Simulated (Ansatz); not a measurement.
B: pressure and energy change per atom as volume scale varies

Results calculated with Ansatz 0.2.0, not measured. Plane-wave DFT, scalar-relativistic PAW made under PBE with cores redone for the functional, no dispersion; the given relaxed cell is scaled uniformly, energy at zero smearing counts from the unscaled cell, pressure at the given Fermi-Dirac smearing is positive in compression.

The cell before it is scaled or strained (space group Pm-3m, No. 221):
```
cell vectors (Å)
   1.8919     0.0000     0.0000
   0.0000     1.8919     0.0000
   0.0000     0.0000     1.8919
atoms (fractions of the cell vectors)
B   0.00000  0.00000  0.00000
```

Settings of every row: spin polarised no; functional revPBE; wave cutoff 420 eV; smearing width 0.1 eV; k mesh 18x18x18.

Atom starting moment: 0 on all atoms.

Limits: the cell comes from a prototype or a list of computed structures and needn't be the stable phase.

```csv
row,volume scale,V (Å³/atom),pressure (GPa),energy change per atom (meV)
1,0.88,5.959,37.72,88.23
2,0.92,6.23,23,37.42
3,0.96,6.501,?,?
4,1.04,7.043,-7.77,6.36
5,1.08,7.313,-14.74,25.68
6,1.12,7.584,-20.53,55.75
```

Question: what pressure and energy change per atom should row 3 give?

Worked fit of pressure. Take u = (V_r/V)^(2/3) − 1 with V_r = 7.043 Å³ an atom, which is twice the finite (Eulerian) strain; such expansions in the strain, on which the Birch-Murnaghan equation of state is built, carry the rest volume and the bulk modulus. The shown rows have u = 0.11787, 0.08521, 0, -0.02477, -0.04814. Least squares give pressure = −7.794 + 299.385 × u + 734.03 × u² GPa; a straight line predicts inner rows, each left out in turn, worse (root mean square 2.1 against 0.064 GPa). The rows lie off it by 0.03, -0.05, 0.02, 0.02, -0.02 (root mean square 0.03 GPa). The pressure vanishes at u = 0.0246, or V = 6.791 Å³ an atom, and there the bulk modulus at fixed shape and fractions is B = −V dP/dV = (2/3)(1 + u) dP/du = 229 GPa. The withheld row has u = 0.05484, so the fit gives −7.794 + 299.385 × (0.05484) + 734.03 × (0.05484)² = 10.83 GPa.

The calculation gave 10.79 GPa. The fit lies 0.04 GPa (0.069 % of the column's range) above it; its largest miss of a shown row is 0.05 GPa.

Worked fit of energy change per atom. Take u = (V_r/V)^(2/3) − 1 with V_r = 7.043 Å³ an atom, which is twice the finite (Eulerian) strain; such expansions in the strain, on which the Birch-Murnaghan equation of state is built, carry the rest volume and the bulk modulus. The shown rows have u = 0.11787, 0.08521, 0, -0.02477, -0.04814. Least squares give energy change per atom = 6.568 − 521.231 × u + 10315.55 × u² meV; a straight line predicts inner rows, each left out in turn, worse (root mean square 29 against 0.52 meV). The rows lie off it by -0.22, 0.37, -0.21, -0.13, 0.18 (root mean square 0.24 meV). The withheld row has u = 0.05484, so the fit gives 6.568 − 521.231 × (0.05484) + 10315.55 × (0.05484)² = 9.01 meV.

The calculation gave 9.28 meV. The fit lies 0.27 meV (2.9 % of the value, 0.33 % of the column's range) below it; its largest miss of a shown row is 0.37 meV.
